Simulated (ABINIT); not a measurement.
# GaS: single point with LDA

Crystal: GaS.

```
Ga S
1.0
     3.58500    0.00000    0.00000
    -1.79250    3.10470    0.00000
     0.00000    0.00000   15.50000
Ga S
4 4
Direct
  0.66667 0.33333 0.83000
  0.33333 0.66667 0.33000
  0.66667 0.33333 0.67000
  0.33333 0.66667 0.17000
  0.66667 0.33333 0.40000
  0.33333 0.66667 0.90000
  0.66667 0.33333 0.10000
  0.33333 0.66667 0.60000
```

```yaml
Program: ABINIT 10.8.3 (patched build)
Task: single point
Functional: LDA
Potentials_or_basis: JTH PAW LDA v2.0
Cutoff: 544 eV
k_mesh: 7 × 7 × 2
Occupations: fermi-dirac, width 0.05 eV
Spin: no spin polarisation
Fine-grid_cutoff: 1088.46 eV
```

* Pressure: -3.0 GPa
* Largest force: 0.258 eV/Å
* Band gap on the k mesh: 1.39 eV, direct
* Valence electrons inside the program's atomic spheres: Ga 11.07; S 3.57

Forces in eV/Å, atoms in the order of the input:
```
Ga   0.000  0.000 -0.169
Ga   0.000  0.000 -0.169
Ga   0.000  0.000  0.169
Ga   0.000  0.000  0.169
S    0.000  0.000 -0.258
S    0.000  0.000 -0.258
S    0.000  0.000  0.258
S    0.000  0.000  0.258
```

Stress tensor (GPa, compression positive):
```
-2.74  0.00  0.00
 0.00 -2.74  0.00
 0.00  0.00 -3.43
```

Levels at points of the mesh, in eV from the valence-band top:
```tsv
k point	band 36	band 37	band 38	band 39	band 40	band 41
(0.00, 0.00, 0.00)	-1.42	-1.42	0.00	1.39	2.15	2.62
(0.00, 0.00, 0.50)	-1.46	-0.78	-0.78	1.88	1.88	2.71
```

It took 3.2 min on 1 thread of Arm Neoverse V1, with other jobs on the host, peak memory 0.22 GiB.

The gap isn't set beside the measured one, since this odd mesh misses points on the zone boundary.

Caveat: an odd mesh through Γ misses points on the zone boundary, where band edges often lie.
